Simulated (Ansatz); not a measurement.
# Contact densities of NbN against volume

```yaml
crystal:
  lattice:
    - [0.00000, 2.19450, 2.19450]
    - [2.19450, 0.00000, 2.19450]
    - [2.19450, 2.19450, 0.00000]
  atoms:
    - { symbol: Nb, position: [0.50000, 0.50000, 0.50000] }
    - { symbol: N, position: [0.00000, 0.00000, 0.00000] }
```

Atom numbers follow the list: Nb1, N2.

The geometry is COD entry 1538667, unchecked; take it as a test cell.

The calculation used DFT, LDA, all-electron PAW with datasets made for the crystal, scalar-relativistic (Ansatz 0.2.0).

The runs use a Γ-centred 13×13×13 k mesh, Fermi–Dirac smearing of 0.08 eV, cutoff 360 eV (chosen by the program for this cell), no spin polarisation.

The contact density is the mean electron density over the nuclear volume; its changes follow the s electrons' response to bonding and compression. Changes below are taken from the unscaled cell, where it is 538614 e/Å³ at Nb1, 1390.95 e/Å³ at N2.

Volumes at which the program chose other datasets or cutoffs are left out.

```tsv
V/V(cell)	P (GPa)	Δρ(0) Nb1 (e/Å³)	Δρ(0) N2 (e/Å³)
0.9600	6.5	?	-0.08
0.9800	-1.0	?	-0.04
0.9900	-4.4	0.32	-0.02
1.0000	-7.7	0.00	0.00
1.0100	-10.7	-0.31	0.02
1.0200	-13.7	?	0.05
```

Give the missing entry: row "0.9800", column "Δρ(0) Nb1 (e/Å³)".

0.63.

What belongs in the row "1.0200", column "Δρ(0) Nb1 (e/Å³)"?

-0.61.

Give the missing entry: row "0.9600", column "Δρ(0) Nb1 (e/Å³)".

1.30.

The datasets are made afresh for each cell, so very small changes are uncertain.
